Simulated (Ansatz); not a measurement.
NaF built on the rocksalt prototype, relaxed with r2SCAN in the PAW code Ansatz. Space group Fm-3m (No. 225), cubic; conventional cell a = 4.594 Å, 12.12 Å³ an atom. Na has 6 F at 2.30 Å; F has 6 Na at 2.30 Å.

The axes x, y and z are those of this cell:
```yaml
crystal:
  lattice:
    - [0.00000, 2.29717, 2.29717]
    - [2.29717, 0.00000, 2.29717]
    - [2.29717, 2.29717, 0.00000]
  atoms:
    - { symbol: Na, position: [0.00000, 0.00000, 0.00000] }
    - { symbol: F, position: [0.50000, 0.50000, 0.50000] }
```

Unstrained: PBE gives a direct gap of 6.456 eV at Γ. The r2SCAN gap is direct at Γ: 7.282 eV. HSE06 gives a direct gap of 8.635 eV at Γ. Meshes: PBE 10×10×10, r2SCAN 10×10×10, HSE06 6×6×6. Strains are changes of length per length, and xy shears are angles. After each strain the atoms were relaxed again with r2SCAN within the symmetry that the strain leaves, so tilts or polar shifts that break it weren't tested; points keep the names that they have in the unstrained zone. The values are computed, spin-unpolarised, and not measurements.

Task: One strain changed the r2SCAN stress by xx +0.01, yy +0.01, zz -0.01, xy +0.64 GPa (compression positive) and the gap by -0.031 eV (PBE), -0.033 eV (r2SCAN), -0.032 eV (HSE06). Which kind of strain was it, and roughly how large?

Result: Xy shear, engineering strain (angle) -2.22 %. The pattern of the stress gives the kind; the size needs the stiffness, so it is an estimate.

Task: One strain changed the r2SCAN stress by xx -0.81, yy -0.81, zz -0.81, xy -0.30, xz -0.30, yz -0.30 GPa (compression positive) and the gap by -0.098 eV (PBE), -0.104 eV (r2SCAN), -0.108 eV (HSE06). Which kind of strain was it, and roughly how large?

Result: Uniaxial +1.54 % along [111], other directions held. The pattern of the stress gives the kind; the size needs the stiffness, so it is an estimate.

Task: One strain changed the r2SCAN stress by xx +2.97, yy +2.97, zz +2.97 GPa (compression positive) and the gap by +0.283 eV (PBE), +0.291 eV (r2SCAN), +0.310 eV (HSE06). Which kind of strain was it, and roughly how large?

Result: Isotropic -1.61 % on every length. The pattern of the stress gives the kind; the size needs the stiffness, so it is an estimate.

The meshes of the hybrids are coarse, so their gaps aren't converged to the digits shown.
